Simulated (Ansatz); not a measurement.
# Band structure of Sb

```xyz
2
Lattice="3.4565 0.0000 0.0000 -1.7283 2.9935 0.0000 0.0000 0.0000 5.3039" Properties=species:S:1:pos:R:3 pbc="T T T"
Sb    0.0000    1.9956    1.3260
Sb    1.7283    0.9978    3.9780
```

Atoms are numbered in the order listed.

The cell was built from the hcp type and relaxed in the same program, and has space group P6_3/mmc; it needn't be a known or the stable phase.

No spin–orbit coupling, which matters for the heavy atoms here.

Level of theory: DFT, PBE, all-electron LAPW, scalar-relativistic (Ansatz 0.2.0).

Numerical set-up: a Γ-centred 13×13×7 k mesh, Fermi–Dirac smearing of 0.05 eV, basis error target 0.25 meV/atom, no spin polarisation.

Points in fractions of the reciprocal vectors of this cell: Γ (0, 0, 0), M (0.5, 0, 0), K (0.333, 0.333, 0), A (0, 0, 0.5), L (0.5, 0, 0.5), H (0.333, 0.333, 0.5). The path joins them by straight lines in the order Γ–M–K–Γ–A–L–H–A–L; legs that retrace an earlier one aren't tabulated. Energies are in eV from the Fermi level.

List the levels at L between -14 and 3.5 eV.

-8.59 (×2), -5.22 (×2), 1.25 (×2), 2.06 (×2).

List the levels at H between -14 and 3.5 eV.

-8.03 (×2), -4.34 (×2), -3.11 (×2), 3.48 (×2).

List the levels at Γ between -14 and 3.5 eV.

-12.80, -8.55, -5.58, 2.81 (×2).

What is the band gap?

none: bands cross the Fermi level, a metal.
